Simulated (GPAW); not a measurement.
Input of a GPAW 26.7.0 run:

The input run.py:

```python
from ase.filters import FrechetCellFilter
from ase.io import write
from ase.optimize import BFGS
from ase.spacegroup import crystal
from gpaw import GPAW, PW, setup_paths

setup_paths.insert(0, '.')

# Ti 2b
# O 4g
atoms = crystal(['Ti', 'O'],
                basis=[[0.0, 0.0, 0.5],
                       [0.30432132, 0.30432132, 0.5]],
                spacegroup=136, setting=1,  # P4_2/mnm
                cellpar=[4.59983732, 4.59983732, 2.95921356, 90.0, 90.0, 90.0],
                primitive_cell=True)

calc = GPAW(mode=PW(800),
            xc='GGA_X_SOGGA+GGA_C_PBE_SOL',
            kpts={'size': (4, 4, 6), 'gamma': True},
            occupations={'name': 'fermi-dirac', 'width': 0.05},
            nbands=43,
            convergence={'density': 1e-06, 'energy': 1e-06, 'eigenstates': 1e-10},
            maxiter=150,
            txt='gpaw.txt')
atoms.calc = calc
opt = BFGS(FrechetCellFilter(atoms), trajectory='relax.traj', logfile='-')
done = opt.run(fmax=0.02, steps=60)
calc.write('gs.gpw')
write('result.traj', atoms)
print('Converged:', done)
print('Cell:', atoms.cell.cellpar().round(4))
print('Volume:', round(atoms.get_volume(), 4))
print(atoms.get_scaled_positions().round(5))
```

Potentials or basis: PAW data sets generated in the run's folder for this functional, pw.

Command:

```sh
$ gpaw-setup -f GGA_X_SOGGA+GGA_C_PBE_SOL O Ti
$ OMP_NUM_THREADS=1 python run.py
```

(1) Estimate the space group after relaxing (to 0.05 Å).

(2) Estimate the relaxed cell.

(3) What does it give for the band gap on the k mesh?

(4) What does it give for the relaxed volume?

Results:

(1) P4_2/mnm (No. 136).

(2) a = 4.592 Å, b = 4.592 Å, c = 2.947 Å, α = 90.00°, β = 90.00°, γ = 90.00°.

(3) 1.85 eV, direct.

(4) 10.36 Å³/atom.

Caveat: the k mesh is coarse; later steps reuse the first step's grids.
